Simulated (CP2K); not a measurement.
Runs of CP2K 2026.2 on MoS2. Symmetry: P6_3/mmc, No. 194, hexagonal system. Conventional cell: a = 3.169 Å, b = 3.169 Å, c = 12.324 Å, α = 90.00°, β = 90.00°, γ = 120.00°. Mo (site symmetry -6m2) has 6 S at 2.41 Å as nearest neighbours. S (site symmetry 3m) is surrounded by 3 Mo at 2.41 Å. 

```csv
level,potentials or basis,smearing,EPS_DEFAULT,NGRIDS,points a segment of the path (NPOINTS),bands added on the path,CUTOFF of the grids,pressure (GPa),largest force (eV/Å)
PBEsol,"POTENTIAL_UZH Mo GTH-PBE-q14, S GTH-PBE-q6; TZVP-MOLOPT-PBE-GTH basis",fermi-dirac 0.05 eV,1.0E-9,5,6,2,450 Ry,-0.8,0.04
PBE,"POTENTIAL_UZH Mo GTH-PBE-q14, S GTH-PBE-q6; TZVP-MOLOPT-PBE-GTH basis",fermi-dirac 0.1 eV,1.0E-9,4,6,4,450 Ry,3.4,0.11
LDA,"GTH_POTENTIALS Mo GTH-PADE-q14, S GTH-PADE-q6; TZVP-MOLOPT-PBE-GTH basis",fermi-dirac 0.0259 eV,1.0E-10,5,8,6,450 Ry,(a),(b)
r2SCAN,"POTENTIAL_UZH Mo GTH-SCAN-q14, S GTH-SCAN-q6; TZVP-MOLOPT-SCAN-GTH basis",fermi-dirac 0.01 eV,1.0E-9,5,6,2,675 Ry,(c),0.05
```

Alike in all rows: task band structure; no spin polarisation; cell as given; k mesh 10 × 10 × 3.

Task: Estimate the missing entries.

Result: (a) -4.5; (b) 0.20; (c) 2.1.

Caveats: the basis of atomic orbitals isn't converged, which shifts pressures, moduli and gaps; this functional lacks dispersion, which binds the layers, so the pressure and a relaxed spacing across them are unreliable (some runs); the potentials were made for another functional, which shifts forces and pressure (some runs).
